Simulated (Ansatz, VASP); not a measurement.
# One calculation of PbSe, two programs

File INCAR:

```
PREC = Accurate
ENCUT = 520
EDIFF = 1E-6
ISMEAR = 0
SIGMA = 0.05
LREAL = False
LASPH = True
NELM = 80
ALGO = Normal
ISIF = 2
LWAVE = False
LCHARG = False
GGA = PS
IVDW = 12
NBANDS = 17
```

Contents of KPOINTS:

```
regular mesh
0
Gamma
  6 6 6
```

The input POSCAR:

```
PbSe
1.0
    0.0000000000      3.0621516472      3.0621516472
    3.0621516472      0.0000000000      3.0621516472
    3.0621516472      3.0621516472      0.0000000000
Pb Se
1 1
Direct
    0.5000000000      0.5000000000      0.5000000000
    0.0000000000      0.0000000000      0.0000000000
```

Input for Ansatz:

```yaml
crystal:
  lattice:
    - [0.0, 3.0621516472, 3.0621516472]
    - [3.0621516472, 0.0, 3.0621516472]
    - [3.0621516472, 3.0621516472, 0.0]
  atoms:
    - { symbol: Pb, position: [0.5, 0.5, 0.5] }
    - { symbol: Se, position: [0.0, 0.0, 0.0] }
basis:
  ecutwfc: 420
  ecutrho_ratio: 4
kpoints:
  mp_grid: { grid: [6, 6, 6] }
hamiltonian:
  xc: pbesol
  dispersion: d3bj
scf:
  occupations: { method: gaussian, width: 0.05 }
output:
  forces: true
  stress: true
  eigenvalues: true
```

Alike in both runs: task single point; functional PBEsol; dispersion D3(BJ); k mesh 6 × 6 × 6; occupations gaussian, width 0.05 eV; no spin polarisation.

|  | VASP | Ansatz |
| --- | --- | --- |
| version | VASP 6.6.1 | Ansatz 0.2.0 |
| potentials or method | VASP PAW PBE potentials, release 64 (Pb_d, Se) | scalar-relativistic, plane waves, PAW |
| plane-wave cutoff (eV) | 520 | 420 |
| valence electrons in the cell | 20 | 30 |

Ansatz gave:

| Property | Result |
| --- | --- |
| gap on the k mesh at the Fermi level (eV) | 0.21 |
| least direct gap on the mesh (eV) | 0.21 |
| pressure (GPa) | -2.6 |
| dispersion energy (meV/atom) | -357.5 |

Question: What did VASP give for the same quantities?

Answer: gap on the k mesh at the Fermi level (eV): 0.21; least direct gap on the mesh (eV): 0.21; pressure (GPa): -2.7; dispersion energy (meV/atom): -357.4.

The two sets of potentials don't hold the same shells in valence.

Caveats: the PAW data sets were made with another functional, which shifts forces and pressure a little (VASP); spin-orbit coupling is left out, which as a rule narrows the gap of such compounds by several tenths of an eV.
